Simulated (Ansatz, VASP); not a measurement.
One calculation of AlN, two programs

```
Al N
1.0
     3.39632    0.00000    0.00000
    -1.69816    2.94130    0.00000
     0.00000    0.00000    4.29228
Al N
2 2
Cartesian
  0.0000 1.9609 3.3831
  1.6982 0.9804 1.2370
  0.0000 1.9609 0.7574
  1.6982 0.9804 2.9035
```

Change from the starting cell: mode 4 frozen in at -0.308 Å, equal normal strain along x, y and z +0.0250.

Alike in both runs: task single point; functional PBE; k mesh 9 × 9 × 6; occupations gaussian, width 0.05 eV; no spin polarisation.

```csv
,VASP,Ansatz
version,VASP 6.6.1,Ansatz 0.2.0
potentials or method,"VASP PAW PBE potentials, release 64 (Al, N)","scalar-relativistic, plane waves, PAW"
plane-wave cutoff (eV),520,520
valence electrons in the cell,16,16
```

```tsv
	VASP	Ansatz	Ansatz less VASP
gap on the k mesh at the Fermi level (eV)	3.52	3.51	-0.003
least direct gap on the mesh (eV)	3.52	3.52	-0.001
pressure (GPa)	8.4	8.5	+0.09
largest component of the traceless stress (GPa)	59.45	59.18	-0.276
rms of the force components (eV/Å)	2.940	2.931	-0.0095
```

Atom by atom the forces differ by 0.009 eV/Å (rms over components). The functional is the same, so the differences come from potentials, cutoffs and numerics.

Caveats: an odd mesh through Γ misses points on the zone boundary, where band edges often lie; forces of over 1 eV/Å show positions far from the minimum, so gaps and moduli don't describe the material at rest.
